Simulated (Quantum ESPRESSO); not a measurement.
# Al2Pt (Fm-3m) in Quantum ESPRESSO: notebook, part 2 of 2

Quantum ESPRESSO 7.5.

## (4) Relaxation of cell and atoms, PBEsol, target pressure 5 GPa, at which the enthalpy is minimised

The input, pw.in:

```
&CONTROL
  calculation = 'vc-relax'
  prefix = 'pwscf'
  outdir = './tmp'
  pseudo_dir = './pseudo'
  tprnfor = .true.
  tstress = .true.
  disk_io = 'low'
  nstep = 40
  forc_conv_thr = 0.0004
  etot_conv_thr = 1d-05
/
&SYSTEM
  ibrav = 0
  nat = 3
  ntyp = 2
  ecutwfc = 52
  ecutrho = 414
  nbnd = 18
  occupations = 'smearing'
  smearing = 'fd'
  degauss = 0.00367493
/
&ELECTRONS
  conv_thr = 6d-10
  electron_maxstep = 120
  mixing_beta = 0.5
/
&IONS
  ion_dynamics = 'bfgs'
/
&CELL
  cell_dynamics = 'bfgs'
  press = 50
  press_conv_thr = 0.3
/
ATOMIC_SPECIES
Pt   195.0840 pt_pbesol_v1.4.uspp.F.UPF
Al    26.9815 al_pbesol_v1.uspp.F.UPF
CELL_PARAMETERS angstrom
   0.0000000000    2.9550000000    2.9550000000
   2.9550000000    0.0000000000    2.9550000000
   2.9550000000    2.9550000000    0.0000000000
ATOMIC_POSITIONS angstrom
Pt     0.0000000000    0.0000000000    0.0000000000
Al     4.4325000000    4.4325000000    4.4325000000
Al     1.4775000000    1.4775000000    1.4775000000
K_POINTS automatic
8 8 8 0 0 0
```

Potentials or basis: GBRV 1.5 PBEsol.

Run with:

```
OMP_NUM_THREADS=1 mpirun -n 2 pw.x -nk 2 -in pw.in > pw.out
```

pw.out:

```text
This program is part of the open-source Quantum ESPRESSO suite
     for quantum simulation of materials; please cite
         "P. Giannozzi et al., J. Phys.:Condens. Matter 21 395502 (2009);
         "P. Giannozzi et al., J. Phys.:Condens. Matter 29 465901 (2017);
         "P. Giannozzi et al., J. Chem. Phys. 152 154105 (2020);
     in publications or presentations arising from this work. More details at

     Message from routine setup:
     using ibrav=0 with symmetry is DISCOURAGED, use correct ibrav instead

     K-points division:     npool     =       2
     Subspace diagonalization in iterative solution of the eigenvalue problem:
     a serial algorithm will be used

     G-vector sticks info
     --------------------
     sticks:   dense  smooth     PW     G-vecs:    dense   smooth      PW
     Sum        1789     889    265                49757    17573    2891

     Using Slab Decomposition

     bravais-lattice index     =            0
     lattice parameter (alat)  =       7.8972  a.u.
     unit-cell volume          =     348.2564 (a.u.)^3
     number of atoms/cell      =            3
     number of atomic types    =            2
     number of electrons       =        22.00
     number of Kohn-Sham states=           18
     kinetic-energy cutoff     =      52.0000  Ry
     charge density cutoff     =     414.0000  Ry
     scf convergence threshold =      6.0E-10
     mixing beta               =       0.5000
     number of iterations used =            8  plain     mixing
     energy convergence thresh.=      1.0E-05
     force convergence thresh. =      4.0E-04
     press convergence thresh. =      3.0E-01
     Exchange-correlation= SLA  PW   PSX  PSC
                           (   1   4  10   8   0   0   0)
     nstep                     =           40

     celldm(1)=   7.897168  celldm(2)=   0.000000  celldm(3)=   0.000000
     celldm(4)=   0.000000  celldm(5)=   0.000000  celldm(6)=   0.000000

     crystal axes: (cart. coord. in units of alat)
               a(1) = (   0.000000   0.707107   0.707107 )
               a(2) = (   0.707107   0.000000   0.707107 )
               a(3) = (   0.707107   0.707107   0.000000 )

     reciprocal axes: (cart. coord. in units 2 pi/alat)
               b(1) = ( -0.707107  0.707107  0.707107 )
               b(2) = (  0.707107 -0.707107  0.707107 )
               b(3) = (  0.707107  0.707107 -0.707107 )

     PseudoPot. # 1 for Pt read from file:
     pt_pbesol_v1.4.uspp.F.UPF
     Pseudo is Ultrasoft + core correction, Zval = 16.0
     Generated by new atomic code, or converted to UPF format
[... 1337 lines left out ...]

     crystal axes: (cart. coord. in units of alat)
               a(1) = (   0.000000   0.697392   0.697392 )
               a(2) = (   0.697392   0.000000   0.697392 )
               a(3) = (   0.697392   0.697392   0.000000 )

     reciprocal axes: (cart. coord. in units 2 pi/alat)
               b(1) = ( -0.716957  0.716957  0.716957 )
               b(2) = (  0.716957 -0.716957  0.716957 )
               b(3) = (  0.716957  0.716957 -0.716957 )

     PseudoPot. # 1 for Pt read from file:
     pt_pbesol_v1.4.uspp.F.UPF
     Pseudo is Ultrasoft + core correction, Zval = 16.0
     Generated by new atomic code, or converted to UPF format
     Using radial grid of  985 points,  6 beta functions with:
                l(1) =   0
                l(2) =   0
                l(3) =   1
                l(4) =   1
                l(5) =   2
                l(6) =   2
     Q(r) pseudized with  8 coefficients,  rinner =    1.300   1.300   1.300
                                                       1.300   1.300

     PseudoPot. # 2 for Al read from file:
     al_pbesol_v1.uspp.F.UPF
     Pseudo is Ultrasoft + core correction, Zval =  3.0
     Generated by new atomic code, or converted to UPF format
     Using radial grid of  893 points,  3 beta functions with:
                l(1) =   0
                l(2) =   1
                l(3) =   2
     Q(r) pseudized with  8 coefficients,  rinner =    0.900   0.900   0.900
                                                       0.900   0.900

     atomic species   valence    mass     pseudopotential
     Pt               16.00   195.08400     Pt( 1.00)
     Al                3.00    26.98150     Al( 1.00)

     48 Sym. Ops., with inversion, found

   Cartesian axes

     site n.     atom                  positions (alat units)
         1        Pt     tau(   1) = (   0.0000000   0.0000000  -0.0000000  )
         2        Al     tau(   2) = (   1.0460885   1.0460885   1.0460885  )
         3        Al     tau(   3) = (   0.3486962   0.3486962   0.3486962  )

     number of k points=    29  Fermi-Dirac smearing, width (Ry)=  0.0037
                       cart. coord. in units 2pi/alat
        k(    1) = (   0.0000000   0.0000000   0.0000000), wk =   0.0039062
        k(    2) = (   0.0896196   0.0896196  -0.0896196), wk =   0.0312500
        k(    3) = (   0.1792391   0.1792391  -0.1792391), wk =   0.0312500
        k(    4) = (   0.2688587   0.2688587  -0.2688587), wk =   0.0312500
        k(    5) = (  -0.3584783  -0.3584783   0.3584783), wk =   0.0156250
        k(    6) = (   0.1792391   0.0000000  -0.0000000), wk =   0.0234375
[... 21 lines left out ...]
        k(   28) = (  -0.7169566   0.1792391   0.0000000), wk =   0.0468750
        k(   29) = (  -0.7169566   0.3584783   0.0000000), wk =   0.0234375

     Dense  grid:    47591 G-vectors     FFT dimensions: (  54,  54,  54)

     Smooth grid:    16865 G-vectors     FFT dimensions: (  36,  36,  36)

     Initial potential from superposition of free atoms

     starting charge      21.4953, renormalised to      22.0000

     negative rho (up, down):  1.858E-01 0.000E+00
     Starting wfcs are   20 randomized atomic wfcs

     Self-consistent Calculation

     iteration #  1     ecut=    52.00 Ry     beta= 0.50
     Davidson diagonalization with overlap
     c_bands:  1 eigenvalues not converged
     c_bands:  1 eigenvalues not converged
     ethr =  1.00E-06,  avg # of iterations = 15.0

     negative rho (up, down):  1.692E-01 0.000E+00

     total energy              =    -222.95338445 Ry
     estimated scf accuracy    <       2.41296200 Ry
[... 309 lines left out ...]
     negative rho (up, down):  1.713E-01 0.000E+00
          total   stress  (Ry/bohr**3)                   (kbar)     P=       50.07
   0.00034040  -0.00000000  -0.00000000           50.07       -0.00       -0.00
  -0.00000000   0.00034040  -0.00000000           -0.00       50.07       -0.00
  -0.00000000  -0.00000000   0.00034040           -0.00       -0.00       50.07

=------------------------------------------------------------------------------=
   JOB DONE.
=------------------------------------------------------------------------------=
```

It took 37 s on 2 MPI ranks of Intel Xeon 6975P-C (Granite Rapids), shared host; peak memory 0.34 GiB.

Results:

```yaml
Free_energy: -3048.6238 eV
Relaxed_volume: 16.50 Å³/atom
Relaxed_cell: a = 4.122 Å, b = 4.122 Å, c = 4.122 Å, α = 60.00°, β = 60.00°, γ = 60.00°
Space_group_after_relaxing_to_0.05_Å: Fm-3m (No. 225)
Energy_change_on_relaxing_the_enthalpy_is_what_falls: +8.0 meV/atom
Ionic_steps: 4
Pressure_after_relaxing: 5.0 GPa
Band_gap_on_the_k_mesh: none (metal or under the smearing width)
```

Step by step:
```tsv
step	energy change (eV)	largest force (eV/Å)	pressure (GPa)	volume (Å³)
1	0.0000	0.0000	-1.10	51.61
2	0.0107	0.0000	3.40	50.02
3	0.0251	0.0000	5.11	49.47
4	0.0241	0.0000	5.00	49.51
```

Final structure:
```yaml
crystal:
  lattice:
    - [0.00000, 2.91440, 2.91440]
    - [2.91440, 0.00000, 2.91440]
    - [2.91440, 2.91440, 0.00000]
  atoms:
    - { symbol: Pt, position: [0.00000, 0.00000, 0.00000] }
    - { symbol: Al, position: [0.75000, 0.75000, 0.75000] }
    - { symbol: Al, position: [0.25000, 0.25000, 0.25000] }
```

Spin-orbit coupling is left out, which matters for the levels of Pt.

## (5) Relaxation of cell and atoms, PBEsol, target pressure 10 GPa, at which the enthalpy is minimised

Edit pw.in of step 4 so:

```diff
@@ -33,3 +33,3 @@
   cell_dynamics = 'bfgs'
-  press = 50
+  press = 100
   press_conv_thr = 0.3
```

Potentials or basis: GBRV 1.5 PBEsol.

Run with:

```
OMP_NUM_THREADS=1 mpirun -n 2 pw.x -nk 2 -in pw.in > pw.out
```

pw.out:

```text
This program is part of the open-source Quantum ESPRESSO suite
     for quantum simulation of materials; please cite
         "P. Giannozzi et al., J. Phys.:Condens. Matter 21 395502 (2009);
         "P. Giannozzi et al., J. Phys.:Condens. Matter 29 465901 (2017);
         "P. Giannozzi et al., J. Chem. Phys. 152 154105 (2020);
     in publications or presentations arising from this work. More details at

     Message from routine setup:
     using ibrav=0 with symmetry is DISCOURAGED, use correct ibrav instead

     K-points division:     npool     =       2
     Subspace diagonalization in iterative solution of the eigenvalue problem:
     a serial algorithm will be used

     G-vector sticks info
     --------------------
     sticks:   dense  smooth     PW     G-vecs:    dense   smooth      PW
     Sum        1789     889    265                49757    17573    2891

     Using Slab Decomposition

     bravais-lattice index     =            0
     lattice parameter (alat)  =       7.8972  a.u.
[... 1434 lines left out ...]
        k(    4) = (   0.2714971   0.2714971  -0.2714971), wk =   0.0312500
        k(    5) = (  -0.3619961  -0.3619961   0.3619961), wk =   0.0156250
        k(    6) = (   0.1809980   0.0000000   0.0000000), wk =   0.0234375
[... 21 lines left out ...]
        k(   28) = (  -0.7239922   0.1809980   0.0000000), wk =   0.0468750
        k(   29) = (  -0.7239922   0.3619961   0.0000000), wk =   0.0234375

     Dense  grid:    45863 G-vectors     FFT dimensions: (  50,  50,  50)

     Smooth grid:    16361 G-vectors     FFT dimensions: (  36,  36,  36)

     Initial potential from superposition of free atoms

     starting charge      21.4953, renormalised to      22.0000

     negative rho (up, down):  1.840E-01 0.000E+00
     Starting wfcs are   20 randomized atomic wfcs

     Self-consistent Calculation

     iteration #  1     ecut=    52.00 Ry     beta= 0.50
     Davidson diagonalization with overlap
     c_bands:  1 eigenvalues not converged
     ethr =  1.00E-06,  avg # of iterations = 14.8

     negative rho (up, down):  1.667E-01 0.000E+00

     total energy              =    -222.99388467 Ry
     estimated scf accuracy    <       2.34111396 Ry
[... 309 lines left out ...]
     negative rho (up, down):  1.678E-01 0.000E+00
          total   stress  (Ry/bohr**3)                   (kbar)     P=      100.14
   0.00068077  -0.00000000   0.00000000          100.14       -0.00        0.00
  -0.00000000   0.00068077  -0.00000000           -0.00      100.14       -0.00
  -0.00000000  -0.00000000   0.00068077           -0.00       -0.00      100.14

=------------------------------------------------------------------------------=
   JOB DONE.
=------------------------------------------------------------------------------=
```

Wall time 37 s (2 MPI ranks of Intel Xeon 6975P-C (Granite Rapids), shared host); peak memory 0.34 GiB.

What came out:

| Property | Result |
| --- | --- |
| Free energy | -3048.5570 eV |
| Relaxed volume | 16.03 Å³/atom |
| Relaxed cell | a = 4.082 Å, b = 4.082 Å, c = 4.082 Å, α = 60.00°, β = 60.00°, γ = 60.00° |
| Space group after relaxing (to 0.05 Å) | Fm-3m (No. 225) |
| Energy change on relaxing (the enthalpy is what falls) | +30.1 meV/atom |
| Ionic steps | 4 |
| Pressure after relaxing | 10.0 GPa |
| Band gap on the k mesh | none (metal or under the smearing width) |

Step by step:
```csv
step,energy change (eV),largest force (eV/Å),pressure (GPa),volume (Å³)
1,0.0000,0.0000,-1.10,51.61
2,0.0541,0.0000,7.59,48.74
3,0.0953,0.0000,10.29,48.00
4,0.0904,0.0000,9.99,48.08
```

Final structure:
```cif
data_structure
_symmetry_space_group_name_H-M 'P 1'
_symmetry_Int_Tables_number 1
_cell_length_a 4.0815
_cell_length_b 4.0815
_cell_length_c 4.0815
_cell_angle_alpha 60.000
_cell_angle_beta 60.000
_cell_angle_gamma 60.000
_cell_volume 48.08
loop_
_atom_site_label
_atom_site_type_symbol
_atom_site_fract_x
_atom_site_fract_y
_atom_site_fract_z
_atom_site_occupancy
Pt1 Pt 0.00000 0.00000 0.00000 1
Al1 Al 0.75000 0.75000 0.75000 1
Al2 Al 0.25000 0.25000 0.25000 1
```

Levels at points of the mesh, in eV from the Fermi level:
```
             k point  band 8  band 9  band 10  band 11  band 12  band 13  band 14  band 15
  (0.00, 0.00, 0.00)   -3.98   -3.98     3.47     3.91     3.91     3.91     5.84     5.84
 (0.00, 0.00, -0.50)   -3.93   -3.73    -3.73     1.05     1.05     3.87     5.48     5.48
(0.00, -0.50, -0.50)   -4.04   -3.61    -3.42    -1.74    -1.74     3.47     3.65     8.17
```

## (6) The runs side by side

| cell | gap on the mesh (eV) | pressure (GPa) |
| --- | --- | --- |
| relaxed to 0.3 kbar | none | 0.0 |
| relaxed to 2 GPa | none | 2.0 |
| relaxed to 5 GPa | none | 5.0 |
| relaxed to 10 GPa | none | 10.0 |

Alike in all rows: task relaxation of cell and atoms; level PBEsol; potentials or basis GBRV 1.5 PBEsol; no spin polarisation; k mesh 8 × 8 × 8; cutoff (eV) 707; smearing fermi-dirac 0.05 eV.

Absolute energies hang on the potentials; compare differences alone.
